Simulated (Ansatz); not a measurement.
## Bands of PbO₂

```xyz
3
Lattice="3.4156 0.0000 0.0000 -1.7078 2.9580 0.0000 0.0000 0.0000 5.3149" Properties=species:S:1:pos:R:3 pbc="T T T"
Pb    0.0000    0.0000    0.0000
O     0.0000    1.9720    1.0611
O     1.7078    0.9860    4.2538
```

Atom numbers follow the list: Pb1, O2, O3.

The cell was built from the CdI2 type and relaxed in the same program, and has space group P-3m1; it needn't be a known or the stable phase.

Spin–orbit coupling is left out, though it moves levels of the heavy atoms by tenths of an eV or more.

Level of theory: Ansatz 0.2.0, DFT, PBE, all-electron LAPW, scalar-relativistic.

Settings: a Γ-centred 14×14×8 k mesh, Fermi–Dirac smearing of 0.05 eV, basis error target 0.5 meV/atom, no spin polarisation.

Points in fractions of the reciprocal vectors of this cell: Γ (0, 0, 0), M (0.5, 0, 0), K (0.333, 0.333, 0), A (0, 0, 0.5), L (0.5, 0, 0.5), H (0.333, 0.333, 0.5). The path joins them by straight lines in the order Γ–M–K–Γ–A–L–H–A–L; legs that retrace an earlier one aren't tabulated. Energies are in eV from the top of the valence band.

Problem. List the levels at K between -14 and 8 eV.

Solution. -13.66 (×2), -7.01, -2.88 (×2), -2.17, -0.24 (×2), 3.70.

Problem. List the levels at Γ between -14 and 8 eV.

Solution. -4.59, -1.19 (×2), -0.40 (×2), -0.26, 0.88, 5.37.

Problem. List the levels at H between -14 and 8 eV.

Solution. -13.66 (×2), -6.96, -3.02 (×2), -2.31, -0.03 (×2), 3.73.

Problem. What is the band gap?

Solution. 0.88 eV, indirect from the line L (0.5, 0, 0.5)–H (0.333, 0.333, 0.5) to Γ.

Kohn–Sham gaps of semilocal functionals usually fall short of measured ones.
